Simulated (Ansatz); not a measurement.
## Electron scattering at the Σ3 (111) boundary in fcc Ir with Co (substitutional)

Aim: the relaxed structure and the specific resistance of the Σ3 (111) boundary in fcc Ir with Co (substitutional).

Program: Ansatz 0.2.0. Level of theory: Ansatz plane-wave DFT, PBE, PAW files, collinear spin; relaxation of a bicrystal slab with its lowest layers held; PAW set soft_1, in the first sound run; inputs show where later runs differ. Results are calculated unless marked as measured.

## (1) The starting structure

The cell holds 16 atoms: 15 Ir and 1 Co. Cell: a = 5.430 Å, b = 2.715 Å, c = 26.517 Å, α = 90.0°, β = 90.0°, γ = 120.0°. It derives from Ir. built on the (1 1 1) plane; 2 overlapping atoms removed and the grains opened by 0 Å. Vacuum lies along c.

## (2) Relaxing the bicrystal

The boundary is built by mirroring the lower grain in the boundary plane and removing any atoms that overlap; then the Co is put in at the boundary. A thin bicrystal slab is relaxed first, with the lowest layers held and the upper grain free to shift and open.

The input, input.yaml:

```yaml
crystal:
  lattice:
    - [5.4297315514, 0.0, 0.0]
    - [-1.3574328878, 2.3511427296, 0.0]
    - [0.0, 0.0, 26.5167503645]
  atoms:
    - { symbol: Ir, position: [0.5, 1.0, 0.1885600585] }
    - { symbol: Ir, position: [0.0, 1.0, 0.1885600585] }
    - { symbol: Ir, position: [0.6666666667, 0.6666666667, 0.2721554687] }
    - { symbol: Ir, position: [0.1666666667, 0.6666666667, 0.2721554687] }
    - { symbol: Ir, position: [0.8333333333, 0.3333333333, 0.3557508789] }
    - { symbol: Ir, position: [0.3333333333, 0.3333333333, 0.3557508789] }
    - { symbol: Co, position: [0.0, 0.0, 0.4393462891], spin: 2.0 }
    - { symbol: Ir, position: [0.5, 0.0, 0.4393462891] }
    - { symbol: Ir, position: [0.8333333333, 0.3333333333, 0.5229416992] }
    - { symbol: Ir, position: [0.3333333333, 0.3333333333, 0.5229416992] }
    - { symbol: Ir, position: [0.6666666667, 0.6666666667, 0.6065371094] }
    - { symbol: Ir, position: [0.1666666667, 0.6666666667, 0.6065371094] }
    - { symbol: Ir, position: [0.5, 1.0, 0.6901325196] }
    - { symbol: Ir, position: [0.0, 1.0, 0.6901325196] }
    - { symbol: Ir, position: [0.3333333334, 0.3333333333, 0.7737279298] }
    - { symbol: Ir, position: [0.8333333334, 0.3333333333, 0.7737279298] }
magnetization:
  spin_polarized: true
kpoints:
  mp_grid: { grid: [10, 10, 1] }
hamiltonian:
  xc: pbe
  pseudopotentials: { kind: paw, azcp: { folder: soft_1 } }
scf:
  occupations: { method: fermi_dirac, width: 0.1 }
relax:
  f_tol: 0.03
  max_steps: 80
  constraints: [{ sites: [0, 1, 2, 3] }]
```

Started as:

```console
> ansatz run input.yaml --threads 8 --pin off --max-ram 15360MiB --backend cpu --events-out ev --progress --plain --runs-dir out
```

Numbers of over 12 decimals in the logs are rounded to 6 here.

Log:

```text
Engine: ansatz 0.2.0, aarch64-unknown-linux-gnu
Pseudopotentials: kind: paw
Pseudopotential: Ir, paw, valence charge 17, recommended cutoff 420 eV (normal), soft_1/Ir.paw.azcp
Pseudopotential: Co, paw, valence charge 17, recommended cutoff 420 eV (normal), soft_1/Co.paw.azcp
Functional definition: PBE
  parameter kappa = 0.804
  parameter beta = 0.066725
  exchange = pbe_x(kappa = kappa, mu = beta*pi^2/3)
  correlation = pbe_c(beta = beta)
Crystal: 16 atoms, lattice volume = 338.515 Å³
Basis set: ecut = 420 eV, 6599 PW (Γ), exchange–correlation on 80×40×360 points (8 copies of the dense FFT grid, shifted against one another)
Bands: 165, of which v1, the nominal top of the filled ones, is band 136 counted from 1 (135 counted from 0)
Symmetry: 2 space group operations
Space group: Pm (ITA 6), of the structure as read, at distance tolerance 7.0e-5 Å
Magnetic group: BNS 6.18 (UNI 25), of the structure as read, at distance tolerance 7.0e-5 Å
k-points: 36 of 100 (time reversal used)
Non-local potential: Ir, projectors of the file, l = 0: 3, l = 1: 2, l = 2: 2, l = 3: 1
Non-local potential: Co, projectors of the file, l = 0: 3, l = 1: 2, l = 2: 3, l = 3: 1
PAW form: soft (Blöchl's): semilocal exchange-correlation on the pseudo side does not see the compensation charge
PAW one-centre angular grid: Ir, 590 points (default); XC on 64 Gauss nodes
PAW one-centre angular grid: Co, 590 points (default); XC on 64 Gauss nodes
Initial density: superposition of atomic densities (neutral atoms: chi_scale 0, normalization atom)
Starting moments: Σ|m| = 2 μB on 1 of 16 sites
Initial wavefunctions: pseudopotential atomic-orbital guess
Functional: x = pbe(κ = 0.804, μ = 0.219515), c = pbe(β = 0.066725)
iter 1 solved again at ethr=3.08e-3 eV; its pass at ethr=3.10e-3 eV (dr2=8.37e0 eV) is discarded
SCF iter   1: F=—  HF=-184176.107644 eV  |F-HF|=—  |Δ(HF+E_count)|=         —  Δρ=2.14e-2 (↑2.01e-2 ↓2.14e-2)  dr2=8.40e0  dr2_m=8.36e-2  M=2.095 μB ∫|m|=2.480 μB  β_m=0.30  ethr=3.08e-3  ⟨swp⟩=2.0  Hψ=61371  notcnv=0
Mixer restart at iter 1: flushing history
preconditioner: auto → LDOS  [metal: Δε(μ)=0.001 eV  Ē_g=6.768 eV  σ=0.100 eV  W_gap=0.00  n_scr=82 (ndim 8)  ℏωp=24.2 eV  f_vac=0.290  D(μ)=16.78/eV (n_scr^D=170)]
spin=Collinear: LDOS preconditioning applied to the charge; magnetization (m = ρ↑ − ρ↓) channel mixes plain (no charge-response kernel on spin).
SCF iter   2: F=—  HF=-184174.959643 eV  |F-HF|=—  |Δ(HF+E_count)|=    1.15e0  Δρ=1.26e-2 (↑1.26e-2 ↓1.25e-2)  dr2=3.16e0  dr2_m=4.26e-2  M=2.084 μB ∫|m|=2.526 μB  β_m=0.48  ethr=3.08e-3  ⟨swp⟩=2.1  Hψ=13844  notcnv=0  defer=6
SCF iter   3: F=—  HF=-184175.127489 eV  |F-HF|=—  |Δ(HF+E_count)|=   1.68e-1  Δρ=4.84e-3 (↑4.84e-3 ↓4.25e-3)  dr2=3.06e-1  dr2_m=4.51e-3  M=2.036 μB ∫|m|=2.627 μB  β_m=0.74  ethr=1.16e-3  ⟨swp⟩=2.6  Hψ=20735  notcnv=0  defer=266
SCF iter   4: F=—  HF=-184175.193882 eV  |F-HF|=—  |Δ(HF+E_count)|=   6.64e-2  Δρ=4.80e-3 (↑3.54e-3 ↓4.80e-3)  dr2=2.88e-1  dr2_m=1.02e-2  M=1.951 μB ∫|m|=2.623 μB  β_m=0.62  ethr=1.13e-4  ⟨swp⟩=2.7  Hψ=26210  notcnv=0  defer=442
SCF iter   5: F=—  HF=-184175.176207 eV  |F-HF|=—  |Δ(HF+E_count)|=         —  Δρ=6.22e-3 (↑4.89e-3 ↓6.22e-3)  dr2=6.64e-2  dr2_m=8.67e-2  M=1.761 μB ∫|m|=2.454 μB  β_m=0.62  ethr=1.06e-4  ⟨swp⟩=2.2  Hψ=19070  notcnv=0  defer=442
SCF iter   6: F=—  HF=-184175.161208 eV  |F-HF|=—  |Δ(HF+E_count)|=   1.50e-2  Δρ=3.18e-3 (↑1.91e-3 ↓3.18e-3)  dr2=7.08e-3  dr2_m=1.97e-2  M=1.751 μB ∫|m|=2.443 μB  β_m=0.81  ethr=2.44e-5  ⟨swp⟩=2.7  Hψ=24087  notcnv=0  defer=432
SCF iter   7: F=—  HF=-184175.169315 eV  |F-HF|=—  |Δ(HF+E_count)|=   8.11e-3  Δρ=1.83e-3 (↑1.83e-3 ↓9.44e-4)  dr2=2.10e-2  dr2_m=4.04e-3  M=1.700 μB ∫|m|=2.404 μB  β_m=0.62  ethr=2.60e-6  ⟨swp⟩=2.6  Hψ=24629  notcnv=0  defer=437
SCF iter   8: F=—  HF=-184175.163621 eV  |F-HF|=—  |Δ(HF+E_count)|=   5.69e-3  Δρ=4.09e-4 (↑3.99e-4 ↓4.09e-4)  dr2=3.95e-4  dr2_m=4.77e-4  M=1.691 μB ∫|m|=2.398 μB  β_m=0.67  ethr=2.60e-6  ⟨swp⟩=2.4  Hψ=22985  notcnv=0  defer=436
SCF iter   9: F=—  HF=-184175.163582 eV  |F-HF|=—  |Δ(HF+E_count)|=   3.84e-5  Δρ=1.54e-4 (↑1.54e-4 ↓1.05e-4)  dr2=5.64e-5  dr2_m=4.81e-5  M=1.682 μB ∫|m|=2.392 μB  β_m=0.69  ethr=1.45e-7  ⟨swp⟩=3.0  Hψ=23900  notcnv=0  defer=436
SCF iter  10: F=—  HF=-184175.163587 eV  |F-HF|=—  |Δ(HF+E_count)|=   5.12e-6  Δρ=5.62e-5 (↑3.93e-5 ↓5.62e-5)  dr2=3.44e-5  dr2_m=1.56e-6  M=1.675 μB ∫|m|=2.387 μB  β_m=0.76  ethr=2.07e-8  ⟨swp⟩=2.5  Hψ=22196  notcnv=0  defer=436
SCF iter  11: F=—  HF=-184175.163581 eV  |F-HF|=—  |Δ(HF+E_count)|=   6.25e-6  Δρ=1.65e-5 (↑1.28e-5 ↓1.65e-5)  dr2=1.96e-6  dr2_m=4.90e-7  M=1.672 μB ∫|m|=2.386 μB  β_m=0.71  ethr=1.26e-8  ⟨swp⟩=3.3  Hψ=25121  notcnv=0  defer=436
SCF iter  12: F=-184175.163573 eV  HF=-184175.163581 eV  |F-HF|=8.02e-6  |Δ(HF+E_count)|=   1.07e-7  Δρ=2.93e-5 (↑8.19e-6 ↓2.93e-5)  dr2=8.54e-6  dr2_m=5.84e-7  M=1.672 μB ∫|m|=2.387 μB  ethr=7.21e-10  ⟨swp⟩=1.6  Hψ=33600  notcnv=0
SCF 1 converged in 12 iterations: F = -184175.163573 eV  dr2 = 8.54e-6
  greatest PAW one-centre occupation: 1.001 electrons in one spin orbital (limit 2), on the Co atom at site 6 (counted from 0), in its partial waves of l = 1
relax step   1: F+E_penalty+E_count = -184175.16357323 eV  Δ(F+E_penalty+E_count) = +0.000e0 eV  max|allowed force component| = 6.553e-1 eV/Å  Δτ_max = 0.0000 Å  (12 SCF iters, dr2 threshold 2.25e-5 eV, accepted)
Initial density: handed on by an earlier stage of this run
Starting moments: Σ|m| = 2 μB on 1 of 16 sites; this step starts from the density that it was given
Initial wavefunctions: those handed on with the density
iter 1 solved again at ethr=1.32e-4 eV; its pass at ethr=3.10e-3 eV (dr2=3.58e-1 eV) is discarded
SCF iter   1: F=—  HF=-184175.188370 eV  |F-HF|=—  |Δ(HF+E_count)|=         —  Δρ=3.09e-3 (↑3.09e-3 ↓2.95e-3)  dr2=3.67e-1  dr2_m=1.81e-3  M=1.704 μB ∫|m|=2.423 μB  β_m=0.30  ethr=1.32e-4  ⟨swp⟩=1.8  Hψ=39000  notcnv=0  defer=421
preconditioner: auto → LDOS  [metal: Δε(μ)=0.002 eV  Ē_g=6.615 eV  σ=0.100 eV  W_gap=0.01  n_scr=82 (ndim 8)  ℏωp=24.2 eV  f_vac=0.294  D(μ)=17.86/eV (n_scr^D=184)]
spin=Collinear: LDOS preconditioning applied to the charge; magnetization (m = ρ↑ − ρ↓) channel mixes plain (no charge-response kernel on spin).
SCF iter   2: F=—  HF=-184175.179794 eV  |F-HF|=—  |Δ(HF+E_count)|=   8.58e-3  Δρ=2.01e-3 (↑2.01e-3 ↓1.89e-3)  dr2=1.77e-1  dr2_m=1.01e-3  M=1.704 μB ∫|m|=2.425 μB  β_m=0.45  ethr=1.32e-4  ⟨swp⟩=2.0  Hψ=14483  notcnv=0  defer=428
[...]
SCF iter   3: F=—  HF=-184175.211142 eV  |F-HF|=—  |Δ(HF+E_count)|=   2.52e-4  Δρ=2.68e-4 (↑2.68e-4 ↓2.56e-4)  dr2=7.11e-4  dr2_m=3.31e-5  M=1.670 μB ∫|m|=2.387 μB  β_m=0.48  ethr=1.80e-6  ⟨swp⟩=2.0  Hψ=16626  notcnv=0  defer=437
SCF iter   4: F=—  HF=-184175.211159 eV  |F-HF|=—  |Δ(HF+E_count)|=   1.65e-5  Δρ=6.74e-5 (↑6.74e-5 ↓6.69e-5)  dr2=5.23e-5  dr2_m=8.41e-6  M=1.668 μB ∫|m|=2.384 μB  β_m=0.57  ethr=2.61e-7  ⟨swp⟩=2.2  Hψ=18499  notcnv=0  defer=436
SCF iter   5: F=—  HF=-184175.211167 eV  |F-HF|=—  |Δ(HF+E_count)|=   8.56e-6  Δρ=3.22e-5 (↑2.87e-5 ↓3.22e-5)  dr2=1.10e-5  dr2_m=2.24e-6  M=1.666 μB ∫|m|=2.383 μB  β_m=0.58  ethr=1.92e-8  ⟨swp⟩=2.1  Hψ=18673  notcnv=0  defer=436
SCF iter   6: F=—  HF=-184175.211169 eV  |F-HF|=—  |Δ(HF+E_count)|=   1.42e-6  Δρ=1.84e-5 (↑1.84e-5 ↓1.60e-5)  dr2=1.71e-6  dr2_m=8.50e-7  M=1.666 μB ∫|m|=2.382 μB  β_m=0.74  ethr=4.04e-9  ⟨swp⟩=2.4  Hψ=19075  notcnv=0  defer=436
SCF iter   7: F=-184175.211168 eV  HF=-184175.211170 eV  |F-HF|=1.46e-6  |Δ(HF+E_count)|=   9.75e-7  Δρ=1.13e-5 (↑6.92e-6 ↓1.13e-5)  dr2=1.60e-6  dr2_m=1.42e-7  M=1.665 μB ∫|m|=2.381 μB  ethr=6.28e-10  ⟨swp⟩=1.8  Hψ=36690  notcnv=0
SCF 3 converged in 7 iterations: F = -184175.211168 eV  dr2 = 1.60e-6
relax step   3: F+E_penalty+E_count = -184175.21116807 eV  Δ(F+E_penalty+E_count) = -3.440e-2 eV  max|allowed force component| = 3.677e-2 eV/Å  Δτ_max = 0.0381 Å  (7 SCF iters, dr2 threshold 1.95e-5 eV, accepted)
[...]
relax step   4: F+E_penalty+E_count = -184175.21130606 eV  Δ(F+E_penalty+E_count) = -1.380e-4 eV  max|allowed force component| = 3.115e-2 eV/Å  Δτ_max = 0.0142 Å  (11 SCF iters, accepted)
SCF iter   1: F=—  HF=-184175.211685 eV  |F-HF|=—  |Δ(HF+E_count)|=         —  Δρ=1.71e-4 (↑1.71e-4 ↓1.63e-4)  dr2=5.05e-4  dr2_m=7.92e-6  M=1.666 μB ∫|m|=2.382 μB  β_m=0.65  ethr=4.51e-6  ⟨swp⟩=2.1  Hψ=20760  notcnv=0  defer=436
preconditioner: auto → LDOS  [metal: Δε(μ)=0.001 eV  Ē_g=6.621 eV  σ=0.100 eV  W_gap=0.00  n_scr=58 (ndim 8)  ℏωp=24.2 eV  f_vac=0.295  D(μ)=17.68/eV (n_scr^D=182)]
spin=Collinear: LDOS preconditioning applied to the charge; magnetization (m = ρ↑ − ρ↓) channel mixes plain (no charge-response kernel on spin).
SCF iter   2: F=—  HF=-184175.211624 eV  |F-HF|=—  |Δ(HF+E_count)|=   6.11e-5  Δρ=6.03e-5 (↑5.68e-5 ↓6.03e-5)  dr2=8.93e-5  dr2_m=1.40e-6  M=1.666 μB ∫|m|=2.382 μB  β_m=0.56  ethr=1.86e-7  ⟨swp⟩=2.0  Hψ=18769  notcnv=0  defer=436
SCF iter   3: F=—  HF=-184175.211623 eV  |F-HF|=—  |Δ(HF+E_count)|=   8.31e-7  Δρ=3.61e-5 (↑3.61e-5 ↓1.68e-5)  dr2=1.02e-5  dr2_m=1.22e-6  M=1.667 μB ∫|m|=2.383 μB  β_m=0.50  ethr=3.28e-8  ⟨swp⟩=2.3  Hψ=17643  notcnv=0  defer=436
SCF iter   4: F=—  HF=-184175.211622 eV  |F-HF|=—  |Δ(HF+E_count)|=   1.18e-6  Δρ=1.25e-5 (↑1.25e-5 ↓1.25e-5)  dr2=1.15e-6  dr2_m=3.46e-7  M=1.667 μB ∫|m|=2.383 μB  β_m=0.64  ethr=3.75e-9  ⟨swp⟩=2.3  Hψ=19191  notcnv=0  defer=436
SCF iter   5: F=—  HF=-184175.211622 eV  |F-HF|=—  |Δ(HF+E_count)|=   2.14e-8  Δρ=4.10e-6 (↑4.10e-6 ↓3.92e-6)  dr2=4.23e-7  dr2_m=2.62e-8  M=1.667 μB ∫|m|=2.384 μB  β_m=0.61  ethr=4.23e-10  ⟨swp⟩=3.0  Hψ=22092  notcnv=0  defer=436
SCF iter   6: F=—  HF=-184175.211622 eV  |F-HF|=—  |Δ(HF+E_count)|=   5.23e-8  Δρ=1.33e-6 (↑1.20e-6 ↓1.33e-6)  dr2=2.18e-8  dr2_m=2.82e-9  M=1.667 μB ∫|m|=2.384 μB  β_m=0.60  ethr=1.55e-10  ⟨swp⟩=2.2  Hψ=17547  notcnv=0  defer=436
SCF iter   7: F=—  HF=-184175.211622 eV  |F-HF|=—  |Δ(HF+E_count)|=   8.56e-9  Δρ=2.70e-6 (↑1.28e-6 ↓2.70e-6)  dr2=1.13e-7  dr2_m=2.41e-9  M=1.667 μB ∫|m|=2.384 μB  β_m=0.56  ethr=8.02e-12  ⟨swp⟩=3.1  Hψ=23001  notcnv=0  defer=436
SCF iter   8: F=-184175.211622 eV  HF=-184175.211622 eV  |F-HF|=5.59e-9  |Δ(HF+E_count)|=   1.78e-9  Δρ=5.05e-7 (↑4.03e-7 ↓5.05e-7)  dr2=4.37e-9  dr2_m=3.11e-10  M=1.667 μB ∫|m|=2.384 μB  ethr=8.02e-12  ⟨swp⟩=2.0  Hψ=33393  notcnv=0
SCF 5 converged in 8 iterations: F = -184175.211622 eV  dr2 = 4.37e-9
relax step   5: F+E_penalty+E_count = -184175.21162216 eV  Δ(F+E_penalty+E_count) = -3.161e-4 eV  max|allowed force component| = 5.394e-3 eV/Å  Δτ_max = 0.0046 Å  (8 SCF iters, accepted)
SCF converged after 8 iterations
Magnetization: 1.6672 μB (136.8336 up, 135.1664 down)
Absolute magnetization: 2.3847 μB (∫|ρ↑−ρ↓|, with the PAW one-centre terms)
Spin contamination: 0.5813 ħ² per cell (⟨S²⟩ above its minimum at these occupations)
Per-site moments (μB) at R_I (Å): [(-0.038605, 1.119882), (-0.031412, 1.119882), (-0.070213, 1.119882), (0.00273715, 1.119882), (0.082579, 1.102738), (0.044189, 1.104952), (1.529758, 1.102738), (0.166684, 1.106945), (0.092561, 1.102987), (0.046327, 1.105994), (-0.054253, 1.118611), (0.00220793, 1.118611), (-0.015253, 1.114421), (-0.00799445, 1.113205), (0.015649, 1.113523), (-0.025697, 1.113205)]
Free energy (F): -184175.211622 eV
Harris-Foulkes:  -184175.211622 eV  (|F-HF|=5.59e-9)
Internal energy: -184174.624903 eV  (E = F + TS)
E sigma→0 (E₀):  -184174.918262 eV
Entropy (-TS):   -0.586719 eV (-36.670 meV/atom)
Fermi energy:    14.849949 eV
--- Per-component energies (eV) ---
  E_band       = -4278.766304
  E_kinetic    = 8377.339577
  E_local      = -281611.547181  (includes V_loc(G=0)·N_el)
  E_nonlocal   = 3284.363539
  E_hartree    = 137197.080127
  E_xc         = -3539.078562
  E_vxc        = -3959.761399  (∫ρ·V_xc dr)
  E_paw        = -140549.371903  (= ΣΔE_a)
  E_vpaw       = -4763.305734  (= ΣTr[D̂ρ^β])
  E_aug_tail   = 0.005239  (compensation charges beyond the density's cutoff)
  E_ewald      = 92666.584261
  E_smearing   = -0.586719  (= −TS)
  E_closure    = -0.000000  (closes the sum)
  Σ components = -184175.211622   (vs F -184175.211622, Δ=0.00e0)
--- Forces (eV/Å), atoms counted from 1 ---
  atom   1  Ir     0.04192253     0.02420398     0.17956530
  atom   2  Ir    -0.03807271    -0.02198129     0.16648250
  atom   3  Ir     0.04637732     0.02677596    -0.15529023
  atom   4  Ir    -0.04927255    -0.02844752    -0.19285237
  atom   5  Ir     0.00243932     0.00140834     0.00386861
  atom   6  Ir    -0.00372082    -0.00214822    -0.00158590
  atom   7  Co    -0.00030777    -0.00017769     0.00160589
  atom   8  Ir     0.00056715     0.00032744     0.00195936
  atom   9  Ir     0.00033536     0.00019362    -0.00377500
  atom  10  Ir    -0.00106436    -0.00061451    -0.00093710
  atom  11  Ir     0.00001733     0.00001000     0.00539375
  atom  12  Ir     0.00095233     0.00054983    -0.00184847
  atom  13  Ir     0.00003916     0.00002261    -0.00077202
  atom  14  Ir    -0.00010490    -0.00006057    -0.00258826
  atom  15  Ir    -0.00019050    -0.00010998    -0.00230292
  atom  16  Ir     0.00008183     0.00004724     0.00307702
  max |Σ_I F_I| component: 1.29e-6 eV/Å
--- Relaxed structure (5 steps of the walk, 5 accepted, 0 SCFs on fresh bases) ---
  F+E_penalty+E_count = -184175.21162216 eV   max|allowed force component| = 5.394e-3 eV/Å
  atoms:
    - { symbol: Ir, position: [0.500000, 1.000000, 0.188560] }
    - { symbol: Ir, position: [0.0, 1.000000, 0.188560] }
    - { symbol: Ir, position: [0.666667, 0.666667, 0.2721554687] }
    - { symbol: Ir, position: [0.166667, 0.666667, 0.2721554687] }
    - { symbol: Ir, position: [0.834581, 0.334581, 0.356712] }
    - { symbol: Ir, position: [0.332392, 0.332392, 0.356210] }
    - { symbol: Co, position: [0.00110506, 0.00110506, 0.438389] }
    - { symbol: Ir, position: [0.497648, -0.00235154, 0.438555] }
    - { symbol: Ir, position: [0.835305, 0.335305, 0.520141] }
    - { symbol: Ir, position: [0.331556, 0.331556, 0.520790] }
    - { symbol: Ir, position: [0.666304, 0.666304, 0.605421] }
    - { symbol: Ir, position: [0.165547, 0.665547, 0.605544] }
    - { symbol: Ir, position: [0.499885, 0.999885, 0.689538] }
    - { symbol: Ir, position: [-0.000307368, 0.999693, 0.689724] }
    - { symbol: Ir, position: [0.333073, 0.333073, 0.772600] }
    - { symbol: Ir, position: [0.832891, 0.332891, 0.772562] }
```

It took 6.8 min on 8 threads of Arm Neoverse V1, shared host; peak memory 4 GiB.

The steps of the relaxation:

```csv
step,energy less that of the first step (eV),largest force component (eV/Å)
1,0.0000,0.6553
2,-0.0132,0.5587
3,-0.0476,0.0368
4,-0.0477,0.0312
5,-0.0480,0.0054
```

The run keeps the 2 symmetry operations that it works with, so distortions that break them were not tested.

The atoms that moved most (Å):

```csv
atom,dx,dy,dz,length
Ir9,0.008,0.005,-0.074,0.075
Ir10,-0.007,-0.004,-0.057,0.058
Ir16,-0.002,-0.001,-0.031,0.031
Ir15,-0.001,-0.001,-0.030,0.030
Ir11,-0.001,-0.001,-0.030,0.030
Ir12,-0.005,-0.003,-0.026,0.027
Ir5,0.005,0.003,0.025,0.026
Co7,0.005,0.003,-0.025,0.026
```

The relaxed structure:

```cif
data_structure
_symmetry_space_group_name_H-M 'P 1'
_symmetry_Int_Tables_number 1
_cell_length_a 5.4297
_cell_length_b 2.7149
_cell_length_c 26.5168
_cell_angle_alpha 90.000
_cell_angle_beta 90.000
_cell_angle_gamma 120.000
_cell_volume 338.51
loop_
_atom_site_label
_atom_site_type_symbol
_atom_site_fract_x
_atom_site_fract_y
_atom_site_fract_z
_atom_site_occupancy
Ir1 Ir 0.50000 0.00000 0.18856 1
Ir2 Ir 0.00000 0.00000 0.18856 1
Ir3 Ir 0.66667 0.66667 0.27216 1
Ir4 Ir 0.16667 0.66667 0.27216 1
Ir5 Ir 0.83458 0.33458 0.35671 1
Ir6 Ir 0.33239 0.33239 0.35621 1
Co7 Co 0.00111 0.00111 0.43839 1
Ir8 Ir 0.49765 0.99765 0.43856 1
Ir9 Ir 0.83531 0.33531 0.52014 1
Ir10 Ir 0.33156 0.33156 0.52079 1
Ir11 Ir 0.66630 0.66630 0.60542 1
Ir12 Ir 0.16555 0.66555 0.60554 1
Ir13 Ir 0.49988 0.99988 0.68954 1
Ir14 Ir 0.99969 0.99969 0.68972 1
Ir15 Ir 0.33307 0.33307 0.77260 1
Ir16 Ir 0.83289 0.33289 0.77256 1
```

This step gave:

```yaml
free_energy: -184175.2116 eV
energy_at_zero_smearing: -184174.9183 eV
fermi_energy: 14.85 eV
magnetization: 1.667 μB
absolute_magnetization: 2.385 μB
```

The largest force component on a free atom ends at 0.0054 eV/Å, under the tolerance of 0.03, after 5 steps.

(Continued in part 2 of 3.)

[Logs are printed without paths, hosts, clocks, repeated set-up lines and the standing remarks that a program may print on its own settings, such as how far it seeks lower states.]

[Hosts, paths, dates, database ids (printed as entryN), source tags and the programs' standing remarks are cut or masked in the printed files.]
